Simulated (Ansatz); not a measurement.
Runs of Ansatz 0.2.0 on TePb. It takes space group Fm-3m (No. 225, cubic). Conventional cell: a = 6.462 Å, b = 6.462 Å, c = 6.462 Å, α = 90.00°, β = 90.00°, γ = 90.00°. Around Pb (site symmetry m-3m) lie 6 Te at 3.23 Å. Around Te (site symmetry m-3m) lie 6 Pb at 3.23 Å. 

| task | level | potentials or basis | cell | k mesh | cutoff (eV) | smearing | basis error allowed | mesh quality | gap on the mesh (eV) | pressure (GPa) |
| --- | --- | --- | --- | --- | --- | --- | --- | --- | --- | --- |
| relaxation of cell and atoms | PBEsol+D3(BJ) | all-electron LAPW, scalar-relativistic | relaxed | 7 × 7 × 7 | - | fermi-dirac 0.05 eV | 0.001 eV/atom | not flagged | - | 0.0 |
| single point | PBE | all-electron LAPW, scalar-relativistic | as given | 4 × 4 × 4 | 164 | fermi-dirac 0.03 eV | 0.002 eV/atom | coarse | 0.73 | 2.2 |
| band structure | RPBE+D4 | all-electron LAPW, scalar-relativistic | as given | 7 × 7 × 7 | 194 | tetrahedron | 0.0005 eV/atom | not flagged | - | 0.0 |
| single point | PBEsol | all-electron PAW datasets made for the crystal | as given | 6 × 6 × 6 | 240 | fermi-dirac 0.05 eV | - | not flagged | 0.66 | (a) |
| single point | RPBE | all-electron LAPW, scalar-relativistic | as given | 7 × 7 × 7 | 179 | gaussian 0.1 eV | 0.001 eV/atom | not flagged | - | (b) |

Alike in all rows: no spin polarisation.

Q: Fill in the values left out.

A: (a) -0.4; (b) 3.7.

Caveats: some runs use coarse meshes; spin-orbit coupling is left out, which as a rule narrows the gap of such compounds by several tenths of an eV (some runs).

A k mesh can miss the band edges, and the runs leave out spin-orbit coupling on Pb, Te.

Not every run made on this cell is shown here.
